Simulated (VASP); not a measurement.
Here is a VASP 6.6.1 calculation.

File INCAR:

```
SYSTEM = Si2W
  PREC = Accurate
  ENCUT = 520
  EDIFF = 1E-6
  ISMEAR = 1
  SIGMA = 0.1
  LREAL = .FALSE.
  LASPH = .TRUE.
  NELM = 100
  ALGO = Normal
  ISIF = 2
  LWAVE = .FALSE.
  LCHARG = .FALSE.
  GGA = PE
  IBRION = 2
  NSW = 40
  EDIFFG = -0.01
```

Contents of KPOINTS:

```
Automatic mesh
0
G
  3 3 3
  0 0 0
```

File POSCAR:

```
Si2W
1.0
    9.6414000000      0.0000000000      0.0000000000
    0.0000000000      9.6414000000      0.0000000000
    0.0000000000      0.0000000000      7.8299000000
Si W
36 18
Direct
    1.0000000000      0.0000000000      0.3347000000
    0.3333333333      0.0000000000      0.3347000000
    0.6666666667      0.0000000000      0.3347000000
    0.0000000000      0.3333333333      0.3347000000
    0.1666666667      0.1666666667      0.8347000000
    0.3333333333      0.3333333333      0.3347000000
    0.5000000000      0.1666666667      0.8347000000
    0.6666666667      0.3333333333      0.3347000000
    0.8333333333      0.1666666667      0.8347000000
    0.0000000000      0.6666666667      0.3347000000
    0.1666666667      0.5000000000      0.8347000000
    0.3333333333      0.6666666667      0.3347000000
    0.5000000000      0.5000000000      0.8347000000
    0.6666666667      0.6666666667      0.3347000000
    0.8333333333      0.5000000000      0.8347000000
    0.1666666667      0.8333333333      0.8347000000
    0.5000000000      0.8333333333      0.8347000000
    0.8333333333      0.8333333333      0.8347000000
    1.0000000000      0.0000000000      0.6653000000
    0.3333333333      0.0000000000      0.6653000000
    0.6666666667      1.0000000000      0.6653000000
    0.0000000000      0.3333333333      0.6653000000
    0.1666666667      0.1666666667      0.1653000000
    0.3333333333      0.3333333333      0.6653000000
    0.5000000000      0.1666666667      0.1653000000
    0.6666666667      0.3333333333      0.6653000000
    0.8333333333      0.1666666667      0.1653000000
    1.0000000000      0.6666666667      0.6653000000
    0.1666666667      0.5000000000      0.1653000000
    0.3333333333      0.6666666667      0.6653000000
    0.5000000000      0.5000000000      0.1653000000
    0.6666666667      0.6666666667      0.6653000000
    0.8333333333      0.5000000000      0.1653000000
    0.1666666667      0.8333333333      0.1653000000
    0.5000000000      0.8333333333      0.1653000000
    0.8333333333      0.8333333333      0.1653000000
    0.0000000000      0.0000000000      0.0000000000
    0.3333333333      0.0000000000      0.0000000000
    0.6666666667      0.0000000000      0.0000000000
    0.0000000000      0.3333333333      0.0000000000
    0.1666666667      0.1666666667      0.5000000000
    0.3333333333      0.3333333333      0.0000000000
    0.5000000000      0.1666666667      0.5000000000
    0.6666666667      0.3333333333      0.0000000000
    0.8333333333      0.1666666667      0.5000000000
    0.0000000000      0.6666666667      0.0000000000
    0.1666666667      0.5000000000      0.5000000000
    0.3333333333      0.6666666667      0.0000000000
    0.5000000000      0.5000000000      0.5000000000
    0.6666666667      0.6666666667      0.0000000000
    0.8333333333      0.5000000000      0.5000000000
    0.1666666667      0.8333333333      0.5000000000
    0.5000000000      0.8333333333      0.5000000000
    0.8333333333      0.8333333333      0.5000000000
```

Potentials or basis: VASP PAW PBE potentials, release 64 (Si, W_sv).

The run is started by

```sh
$ cat potpaw_PBE.64/Si/POTCAR potpaw_PBE.64/W_sv/POTCAR > POTCAR
$ mpirun -np 8 vasp_std > vasp.out
```

What does it give for the band gap on the k mesh?

None (metal or under the smearing width).

Estimate the energy gained by relaxing.

0.0 meV/atom.

Stress tensor (GPa, compression positive):
```
3.27 0.00 0.00
0.00 3.27 0.00
0.00 0.00 3.46
```

Spin-orbit coupling is left out, which matters for the levels of W.
